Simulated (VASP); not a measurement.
A run of VASP 6.6.1 is set up as follows.

File INCAR:

```
  PREC = Accurate
  ENCUT = 520
  EDIFF = 1E-6
  ISMEAR = 0
  SIGMA = 0.1
  LREAL = F
  LASPH = T
  NELM = 100
  ALGO = Normal
  ISIF = 2
  LWAVE = F
  LCHARG = F
  GGA = PS
  NBANDS = 12
```

Contents of KPOINTS:

```
regular mesh
0
Gamma
  18 18 18
```

Contents of POSCAR:

```
Ga
1.0
    0.0000000000      1.9851185135      1.9851185135
    1.9851185135      0.0000000000      1.9851185135
    1.9851185135      1.9851185135      0.0000000000
Ga
1
Direct
    0.0000000000      0.0000000000      0.0000000000
```

Potentials or basis: VASP PAW PBE potentials, release 64 (Ga_d).

The run is started by

```console
$ cat potpaw_PBE.64/Ga_d/POTCAR > POTCAR
$ mpirun -np 1 vasp_std > vasp.out
```

Q: Predict the pressure.

A: 10.2 GPa.

Q: Estimate the band gap on the k mesh.

A: None (metal or under the smearing width).

Caveat: the PAW data sets were made with another functional, which shifts forces and pressure a little.
